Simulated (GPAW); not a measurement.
# SiC (Moissanite) (P6_3mc) in GPAW: further runs

Aim: see how the results for SiC (Moissanite) move with the level of theory and the settings. Levels: SOGGA, optB88-vdW. Tasks: Wannier functions, band structure.

Program: GPAW 26.7.0. These are calculated values, not measurements. Logs are shortened: lines on timing, memory, paths and dates and some standing lists are left out, and cuts for length are marked. The log counts tension as positive stress, the text compression.

## (1) Starting point

Symmetry: P6_3mc, No. 186, hexagonal system. Conventional cell: a = 3.076 Å, b = 3.076 Å, c = 5.048 Å, α = 90.00°, β = 90.00°, γ = 120.00°. Si (site symmetry 3m) is surrounded by 4 C at 1.87 to 1.94 Å. C (site symmetry 3m) is surrounded by 4 Si at 1.87 to 1.94 Å.

## (2) Wannier functions, SOGGA

run.py reads:

```python
import json
import numpy as np
from ase.dft.bandgap import bandgap
from ase.dft.wannier import Wannier
from ase.io import read, write
from ase.units import GPa
from gpaw import GPAW, PW, setup_paths

setup_paths.insert(0, '.')

atoms = read('POSCAR')

calc = GPAW(mode=PW(800),
            xc='GGA_X_SOGGA+GGA_C_PBE_SOL',
            kpts={'size': (10, 10, 5), 'gamma': True},
            occupations={'name': 'fermi-dirac', 'width': 0.05},
            nbands=18,
            convergence={'density': 1e-05, 'energy': 1e-05},
            maxiter=150,
            txt='gpaw.txt')
atoms.calc = calc
energy = atoms.get_potential_energy()
forces = atoms.get_forces()
stress = atoms.get_stress()
calc.write('gs.gpw')
write('result.traj', atoms)
print(f'Energy: {energy:.6f} eV')
print('Forces (eV/A):')
print(forces.round(4))
print('Stress (GPa):', (stress / GPa).round(3))
print('Fermi level:', round(calc.get_fermi_level(), 4), 'eV')
print(f'Gap: {bandgap(calc)[0]:.4f} eV, direct: {bandgap(calc, direct=True)[0]:.4f} eV')

nocc = int(round(calc.get_number_of_electrons() / 2))
full = calc.fixed_density(kpts={'size': (5, 5, 5), 'gamma': True}, symmetry='off', nbands=nocc + 6,
                          convergence={'bands': nocc}, txt='full.txt')
wan, values = None, []
for seed in range(6):  # several starts, since the search can end in a local maximum
    trial = Wannier(nwannier=nocc, calc=full, nbands=nocc, functional='std',
                    initialwannier='random' if seed == 0 else 'random', rng=np.random.RandomState(seed))
    trial.localize(tolerance=1e-6)
    values.append(trial.get_functional_value())
    print(f'start {seed}: functional {values[-1]:.5f}', flush=True)
    if values[-1] == max(values):
        wan = trial
wan.localize(step=0.1, tolerance=1e-8)
wan.translate_all_to_cell((0, 0, 0))
centres, spreads = wan.get_centers(), wan.get_spreads()
for x, s in zip(centres, spreads):
    d = np.linalg.norm(atoms.repeat(3).positions - atoms.cell.sum(0) - x, axis=1)
    print(x.round(4), f'spread {s:.4f} A^2, nearest {atoms[d.argmin() % len(atoms)].symbol} at {d.min():.3f} A')
onsite = wan.get_hopping((0, 0, 0)).diagonal().real
print('On-site energies:', onsite.round(4))
json.dump({'centres': centres.tolist(), 'spreads': spreads.tolist(), 'onsite': onsite.tolist(), 'values': values},
          open('wannier.json', 'w'))
```

POSCAR reads:

```
SiC
1.0
    3.0760000000      0.0000000000      0.0000000000
   -1.5380000000      2.6638941420      0.0000000000
    0.0000000000      0.0000000000      5.0480000000
Si C
2 2
Direct
    0.6666666667      0.3333333333      0.5000000000
    0.3333333333      0.6666666667      0.0000000000
    0.6666666667      0.3333333333      0.8850000000
    0.3333333333      0.6666666667      0.3850000000
```

Potentials or basis: PAW data sets generated in the run's folder for this functional, pw.

On the command line:

```console
> gpaw-setup -f GGA_X_SOGGA+GGA_C_PBE_SOL C Si
> OMP_NUM_THREADS=1 python run.py
```

gpaw.txt:

```text
__  _  _
 | _ |_)|_||  |
 |__||  | ||/\| - 26.7.0

Input parameters:
  mode=PW(ecut=800.0),
  convergence={'density': 1e-05, 'energy': 1e-05},
  kpts=MonkhorstPack(size=(10, 10, 5), gamma=True),
  maxiter=150,
  nbands=18,
  occupations=Occupations(name='fermi-dirac', width=0.05),
  xc=XC(name='GGA_X_SOGGA+GGA_C_PBE_SOL')

Diagonalizing LCAO Hamiltonian
Converting LCAO to pw mode

           C

           Si
        C

        Si

Atoms  # Å, Bohr magnetons
|   | symbol |         x |        y |        z |    initial magnetic moments |
|---|--------|-----------|----------|----------|-----------------------------|
| 0 |     Si |  1.538000 | 0.887965 | 2.524000 | ( 0.0000,  0.0000,  0.0000) |
| 1 |     Si | -0.000000 | 1.775929 | 0.000000 | ( 0.0000,  0.0000,  0.0000) |
| 2 |      C |  1.538000 | 0.887965 | 4.467480 | ( 0.0000,  0.0000,  0.0000) |
| 3 |      C | -0.000000 | 1.775929 | 1.943480 | ( 0.0000,  0.0000,  0.0000) |

Unit cell  # Å
| periodic |         x |        y |        z |  lengths |     angles |
|----------|-----------|----------|----------|----------|------------|
|      yes |  3.076000 | 0.000000 | 0.000000 | 3.076000 |  90.000000 |
|      yes | -1.538000 | 2.663894 | 0.000000 | 3.076000 |  90.000000 |
|      yes |  0.000000 | 0.000000 | 5.048000 | 5.048000 | 120.000000 |

Number of symmetries: 6
Symmetry operations  # r_c * U_cc + t_c -> r_c
|   | kind |            matrix            |
|---|------|------------------------------|
| 0 |  σ   |  1, 1, 0,  0,-1, 0,  0, 0, 1 |
| 1 |  E   |  1, 0, 0,  0, 1, 0,  0, 0, 1 |
| 2 |  C3  |  0, 1, 0, -1,-1, 0,  0, 0, 1 |
| 3 |  σ   |  0,-1, 0, -1, 0, 0,  0, 0, 1 |
| 4 |  σ   | -1, 0, 0,  1, 1, 0,  0, 0, 1 |
| 5 |  C3  | -1,-1, 0,  1, 0, 0,  0, 0, 1 |

BZ-sampling:
  Number of BZ points: 500
  Number of IBZ points: 58

  Monkhorst-Pack size: [10, 10, 5]
  Monkhorst-Pack shift: [0.05, 0.05, 0.0]

K-points  # in reciprocal-cell coordinates
|     |                                coordinates |     weight |
|-----|--------------------------------------------|------------|
|   0 | (  0.00000000,   0.00000000,   0.00000000) | 0.00200000 |
|   1 | (  0.00000000,   0.00000000,   0.20000000) | 0.00400000 |
|   2 | (  0.00000000,   0.00000000,   0.40000000) | 0.00400000 |
|   3 | (  0.10000000,   0.00000000,  -0.40000000) | 0.01200000 |
|   4 | (  0.10000000,   0.00000000,  -0.20000000) | 0.01200000 |
|   5 | (  0.10000000,   0.00000000,   0.00000000) | 0.01200000 |
|   6 | (  0.10000000,   0.00000000,   0.20000000) | 0.01200000 |
|   7 | (  0.10000000,   0.00000000,   0.40000000) | 0.01200000 |
|   8 | (  0.20000000,  -0.10000000,   0.00000000) | 0.01200000 |
|   9 | (  0.20000000,  -0.10000000,   0.20000000) | 0.02400000 |
| ... |                                            |            |
|  57 | (  0.50000000,   0.50000000,   0.40000000) | 0.01200000 |

Plane wave coefficients: 2141
Cutoff: 800.0 eV

Spin-components: 1 (collinear spins)
Bands:           18
Projectors:      20
Spin-degeneracy: 2
Datatype:        complex128

Parallelization:
  kpt:    1
  domain: 1
  band:   1

Density:
  Valence electrons: 16.0
  Components: 1
  Grid points: [21 21 35]
  Charge: 0.0  # |e|

Potential:
  Grid points: [21 21 35]

species:
  Si:
    name:    Silicon
    Z:       14.0
    valence: 4
    core:    10
    charge:  0.0  # [|e|]
    compensation charges:
      type: gauss
      rc: 0.33  # [Å]
      lmax: 2
    cutoffs:
      filter: 1.86  # [Å]
      core: 2.06  # [Å]
    projectors
    | kind |    occ | energy [eV] | rcut [Å] |
    |------|--------|-------------|----------|
    |   3s |  2.000 |     -10.777 |    1.058 |
    |   3p |  2.000 |      -4.065 |    1.058 |
    |    s |        |      16.434 |    1.058 |
    |    p |        |      23.146 |    1.058 |
    |    d |        |       0.000 |    1.058 |

    Using partial waves for Si as LCAO basis

  C:
    name:    Carbon
    Z:       6.0
    valence: 4
    core:    2
    charge:  0.0  # [|e|]
    compensation charges:
      type: gauss
      rc: 0.20  # [Å]
      lmax: 2
    cutoffs:
      filter: 1.14  # [Å]
      core: 1.14  # [Å]
    projectors
    | kind |    occ | energy [eV] | rcut [Å] |
    |------|--------|-------------|----------|
    |   2s |  2.000 |     -13.651 |    0.635 |
    |   2p |  2.000 |      -5.246 |    0.635 |
    |    s |        |      13.560 |    0.635 |
    |    p |        |      21.965 |    0.635 |
    |    d |        |       0.000 |    0.635 |

    Using partial waves for C as LCAO basis

Reference energy: -17788.569952  # eV

eigensolver:
  PPCG
  Converge bands: occupied
  niter=2

density mixing:
  MSR1-Mixer
  Pratt-step length: 0.05
  Maximum mixing coefficient: 0.75
  Old densities: 10
  SVD Regularization: 0.005
  Good broyden scale: 1.0
  Trust region scale: 1.0
  Backstep threshold: 4.0
  History deletion threshold: 6.0
  Fourier metric: weight=20.0, sigma=0.015

occupation numbers:
  Fermi-Dirac:
    width: 0.0500  # eV

poisson solver:
  ecut: 6400.0  # eV

xc functional:
  name: GGA_X_SOGGA+GGA_C_PBE_SOL with 2 nearest neighbor stencil

convergence criteria:
- Maximum integral of absolute [dens]ity change: 1e-05 electrons / valence electron
- Maximum [total energy] change in last 3 cyles: 1e-05 eV / valence electron
- Maximum integral of absolute [eigenst]ate change: 4e-08 eV^2 / valence electron
maximum number of iterations: 150

SCF iterations
|iter     | |      energy | eigst |  dens |
|---------|-|-------------|-------|-------|
|iter:   1| |  -35.168464 | -0.13 |       |
|iter:   2| |  -34.425515 | -2.18 | -0.57 |
|iter:   3| |  -31.876866 | -0.75 | -0.61 |
|iter:   4| |  -31.873413 | -2.80 | -1.33 |
|iter:   5| |  -31.876432 | -3.51 | -1.72 |
|iter:   6| |  -31.876550 | -5.37 | -2.68 |
|iter:   7| |  -31.876556c| -6.67 | -3.38 |
|iter:   8| |  -31.876557c| -8.00c| -4.20 |
|iter:   9| |  -31.876557c| -7.76c| -4.54 |
|iter:  10| |  -31.876557c| -8.63c| -5.44c|

Converged in 10 steps
Energy contributions relative to reference atoms: (reference = -17788.569952)

Energy contributions:
  Kinetic:          33.208632
  Coulomb:         -27.998454
  Zero:             -0.028064
  External:          0.000000
  Xc:              -37.058670
  Entropy:          -0.000000
  Spinorbit:         0.000000
  ----------------------------
  Free energy:     -31.876557
  Extrapolated:    -31.876557

dipole moment: (-0.000002, -0.000002, -8.926259)  # |e|*Ang

Fermi level: 9.830
Eigenvalues  # (at kpt = [0.000, 0.000, 0.000])
| band index |      eig [eV] | occ [0-2] |
|------------|---------------|-----------|
|          0 |        -7.268 |     2.000 |
|          1 |        -3.728 |     2.000 |
|          2 |        -0.285 |     2.000 |
|          3 |         6.917 |     2.000 |
|          4 |         6.917 |     2.000 |
|          5 |         8.206 |     2.000 |
[... 8 lines left out ...]
|         14 |        17.114 |     0.000 |
|         15 |        19.731 |     0.000 |
|        ... |               |           |
|         17 |        19.779 |     0.000 |

Gap: 2.321 eV
Transition (v -> c):
  (s=0, k=0, n=7, [0.00, 0.00, 0.00]) -> (s=0, k=39, n=8, [0.40, 0.30, 0.00])
Direct/indirect transitions are different
Direct gap: 3.954 eV
Transition at: (s=0, k=55, n=7, [0.50, 0.50, 0.00])

Forces  # eV/Ang
|        x |       y |        z |
|----------|---------|----------|
|  0.00000 | 0.00000 |  0.76187 |  # Si   0
|  0.00000 | 0.00000 |  0.76190 |  # Si   1
|  0.00000 | 0.00000 | -0.76181 |  # C    2
| -0.00000 | 0.00000 | -0.76188 |  # C    3

Stress tensor  # eV/Ang^3
|         x |         y |         z |
|-----------|-----------|-----------|
| -0.018096 |  0.000000 | -0.000000 |
|  0.000000 | -0.018096 | -0.000000 |
| -0.000000 | -0.000000 |  0.013416 |

# Writing to gs.gpw (mode='')
```

It took 5 min on 1 thread of Intel Xeon Platinum 8259CL at 2.50GHz (Skylake/Cascade Lake), shared host; peak memory 0.36 GiB.

What came out:

```yaml
Free_energy: -31.8766 eV
Pressure: 1.2 GPa
Largest_force: 0.762 eV/Å
Band_gap_on_the_k_mesh: 2.32 eV, indirect (least direct gap 3.95 eV)
Total_Wannier_spread: 9.92 Å² over 8 functions
```

Forces in eV/Å, atoms in the order of the input:
```
Si   0.000  0.000  0.762
Si   0.000  0.000  0.762
C    0.000  0.000 -0.762
C    0.000  0.000 -0.762
```

Wannier centres (Å) and spreads (Å²):
```tsv
function	x	y	z	spread
1	0.011	1.770	1.300	1.336
2	1.529	0.894	3.824	1.336
3	0.516	1.481	2.155	1.188
4	1.023	1.186	4.677	1.188
5	-0.531	1.467	2.157	1.218
6	2.069	1.195	4.681	1.218
7	-0.001	2.390	2.155	1.218
8	1.536	0.274	4.681	1.218
```

Caveat: an odd mesh through Γ misses points on the zone boundary, where band edges often lie.

[end of part 1 of 2]
